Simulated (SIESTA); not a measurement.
**CdSe (Cadmoselite) in SIESTA: the effect of pseudo set**

The system is CdSe (Cadmoselite).

```
Cd Se
1.0
     4.30000    0.00000    0.00000
    -2.15000    3.72391    0.00000
     0.00000    0.00000    7.02000
Cd Se
2 2
Direct
  0.66667 0.33333 0.50000
  0.33333 0.66667 0.00000
  0.66667 0.33333 0.88500
  0.33333 0.66667 0.38500
```

Alike in all runs:

- Program: SIESTA 5.4.2
- Task: single point
- Functional: PBE
- Basis: DZP (energy shift 0.003 Ry; two zetas on semicore shells)
- Grid cutoff: 800 Ry
- Energy shift: 0.003 Ry
- k mesh: 7 × 7 × 4
- Occupations: fermi-dirac, width 0.05 eV
- Spin: no spin polarisation

```csv
pseudo set,gap on the mesh (eV),pressure (GPa),largest force (eV/Å)
PseudoDojo 0.4 standard,0.92,3.2,0.32
PseudoDojo 0.4 stringent,1.24,2.6,0.33
PseudoDojo 0.5 standard,0.92,3.2,0.32
SG15 1.2,1.59,3.5,0.32
SPMS 1.0,?,?,?
Ansatz NC,1.08,2.5,0.31
```

Problem. What does the run with pseudo set SPMS 1.0 give?

Solution. gap on the mesh 1.36 eV; pressure 3.7 GPa; largest force 0.37 eV/Å.

Caveats: an odd mesh through Γ misses points on the zone boundary, where band edges often lie; the basis of atomic orbitals isn't converged, which shifts pressures, moduli and gaps; short orbitals over semicore shells can move pressures by several GPa (some runs); the valence orbitals were made in a potential fitted to the semicore shell under them, which widens gaps by tenths of an eV or more (some runs).

The runs don't all hold the same shells in valence.
